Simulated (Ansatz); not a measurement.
Here is the system:

Relaxed LiI (rock salt):

```
CELL_PARAMETERS angstrom
      0.00000     6.01904     6.01904
      3.00952     0.00000     3.00952
      3.00952     3.00952     0.00000
ATOMIC_POSITIONS crystal
  I  0.00000 0.00000 0.00000
  I  0.50000 0.00000 0.00000
  Li 0.25000 0.50000 0.50000
  Li 0.75000 0.50000 0.50000
```

The atoms are displaced by Q × the pattern below (from a DFPT mode at L = (0.5, 0.0, 0.0), largest move 1; Q in Å), at fixed cell. It is one choice among 2 degenerate patterns. (q is in reciprocal vectors of the primitive cell; the cell shown is doubled to hold the pattern.)

```csv
atom,x,y,z
I1,0.285,-0.520,0.805
I2,-0.285,0.520,-0.805
```

Atoms not listed stay in place.

Method: PBE (plane waves to 420 eV, PAW, scalar-relativistic; Ansatz, an electronic-structure program). k mesh 5×10×10 (Γ-centred), Fermi-Dirac smearing 0.05 eV. Energies are smeared free energies. LiI was relaxed with its symmetry unable to fall. Spin-orbit coupling is left out, though I is heavy. ΔE is measured from the undisplaced structure.

The scan covers Q from -0.180 to 0.180 Å in 13 points.

Which space group does the distorted structure have?

P-1 (No. 2), lowered from Fm-3m.

Is this a single well or a double well?

A single well with its minimum at or next to zero displacement.

What is the energy change at Q = 0.180 Å?

29.0 meV/cell.

What harmonic wavenumber does the curvature at Q = 0 give?

43 cm⁻¹.

(For displaced atoms, the force is minus the slope of the energy, and its curvature is a force constant, which sets phonon frequencies.)
